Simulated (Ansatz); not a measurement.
Here is an Ansatz 0.2.0 calculation.

input.yaml

```yaml
crystal:
  lattice:
    - [0.0, 2.9785, 2.9785]
    - [2.9785, 0.0, 2.9785]
    - [2.9785, 2.9785, 0.0]
  atoms:
    - { symbol: Eu, position: [0.0, 0.0, 0.0], spin: 7.0 }
    - { symbol: S, position: [0.5, 0.5, 0.5] }
hamiltonian:
  xc: revpbe
  pseudopotentials: { kind: paw }
magnetization:
  spin_polarized: true
kpoints:
  mp_grid: { grid: [8, 8, 8] }
  band_path:
    path:
      - [[0.0, 0.0, 0.0], [0.5, 0.0, 0.5], [0.5, 0.25, 0.75], [0.375, 0.375, 0.75], [0.0, 0.0, 0.0], [0.5, 0.5, 0.5], [0.625, 0.25, 0.625], [0.5, 0.25, 0.75], [0.5, 0.5, 0.5], [0.375, 0.375, 0.75]]
      - [[0.625, 0.25, 0.625], [0.5, 0.0, 0.5]]
    npoints: 14
scf:
  occupations: { method: fermi_dirac, width: 0.05 }
  n_extra_bands: 6
output:
  forces: true
  stress: true
  eigenvalues: true
  fatbands: false
```

Potentials or basis: Ansatz PAW.

Command:

```sh
$ ansatz run input.yaml --threads 2 --pin off --max-ram 5632MiB --backend cpu --events-out ev --progress --plain --runs-dir out
```

**Question.** What does it give for the absolute moment?

**Answer.** 7.13 μB per cell.

**Question.** Estimate the pressure.

**Answer.** -0.8 GPa.

**Question.** Predict the site moments.

**Answer.** Eu +6.77; S -0.07 μB.

Levels at the corners of the path, in eV from the Fermi level:
Spin up:
| point | band 12 | band 13 | band 14 | band 15 | band 16 | band 17 | band 18 |
| --- | --- | --- | --- | --- | --- | --- | --- |
| Γ | -0.29 | 0.02 | 0.02 | 0.02 | 0.87 | 1.11 | 1.11 |
| X | -0.35 | -0.35 | -0.31 | -0.13 | -0.13 | 3.09 | 3.30 |
| W | -0.36 | -0.33 | -0.31 | -0.28 | 1.93 | 1.93 | 3.61 |
| K | -0.35 | -0.34 | -0.31 | -0.25 | 0.81 | 3.66 | 4.06 |
| Γ | -0.29 | 0.02 | 0.02 | 0.02 | 0.87 | 1.11 | 1.11 |
| L | -0.34 | -0.34 | -0.30 | -0.29 | 2.94 | 3.24 | 3.68 |
| U | -0.35 | -0.34 | -0.31 | -0.25 | 0.81 | 3.66 | 4.06 |
| W | -0.36 | -0.33 | -0.31 | -0.28 | 1.93 | 1.93 | 3.61 |
| L | -0.34 | -0.34 | -0.30 | -0.29 | 2.94 | 3.24 | 3.68 |
| K | -0.35 | -0.34 | -0.31 | -0.25 | 0.81 | 3.66 | 4.06 |
| U | -0.35 | -0.34 | -0.31 | -0.25 | 0.81 | 3.66 | 4.06 |
| X | -0.35 | -0.35 | -0.31 | -0.13 | -0.13 | 3.09 | 3.30 |
Spin down:
| point | band 5 | band 6 | band 7 | band 8 | band 9 | band 10 | band 11 | band 12 |
| --- | --- | --- | --- | --- | --- | --- | --- | --- |
| Γ | -13.49 | -2.66 | -2.66 | -2.66 | 1.57 | 1.91 | 1.91 | 1.91 |
| X | -13.16 | -3.76 | -3.00 | -3.00 | -0.06 | 3.97 | 4.02 | 4.18 |
| W | -12.92 | -3.98 | -3.56 | -3.56 | 2.29 | 2.29 | 4.15 | 4.24 |
| K | -12.94 | -3.96 | -3.69 | -3.40 | 1.21 | 3.75 | 4.10 | 4.16 |
| Γ | -13.49 | -2.66 | -2.66 | -2.66 | 1.57 | 1.91 | 1.91 | 1.91 |
| L | -12.54 | -5.12 | -3.77 | -3.77 | 2.91 | 4.02 | 4.02 | 4.12 |
| U | -12.94 | -3.96 | -3.69 | -3.40 | 1.21 | 3.75 | 4.10 | 4.16 |
| W | -12.92 | -3.98 | -3.56 | -3.56 | 2.29 | 2.29 | 4.15 | 4.24 |
| L | -12.54 | -5.12 | -3.77 | -3.77 | 2.91 | 4.02 | 4.02 | 4.12 |
| K | -12.94 | -3.96 | -3.69 | -3.40 | 1.21 | 3.75 | 4.10 | 4.16 |
| U | -12.94 | -3.96 | -3.69 | -3.40 | 1.21 | 3.75 | 4.10 | 4.16 |
| X | -13.16 | -3.76 | -3.00 | -3.00 | -0.06 | 3.97 | 4.02 | 4.18 |

Caveat: spin-orbit coupling is left out, which moves the levels of the heavy elements; a cell with one magnetic atom can't hold antiferromagnetic order, which such compounds often take; without U or exact exchange the open f shell lies at the Fermi level, which spoils levels, moments and volumes; the PAW data sets come from PBE, with cores solved anew for the run's functional, which leaves a small shift of forces and pressure. The state reached can hang on the start; a lower one may exist.

**Measured values to compare with.**

“Crystal-field mediated electronic transitions of EuS up to 35 GPa”, 2022, pmc:8786971 reports, for a powder of EuS at 300 K: band gap 1.72 eV (optical).

Measured gap of EuS: 1.72 eV (optical; 300 K; powder; “Crystal-field mediated electronic transitions of EuS up to 35 GPa”, 2022, pmc:8786971). This calculation gives 0.00 eV (-1.72 eV). So large a miss can be the level of theory's own, or it may mean another phase, state or a wrong row. Spin-orbit coupling on Eu is left out. The value is that of revPBE on a finite k mesh, which can miss the band edges, without temperature or zero-point motion. Semilocal functionals fall short of measured gaps as a rule. The run's magnetic order (collinear spin, ferromagnetic start) needn't be the measured crystal's.
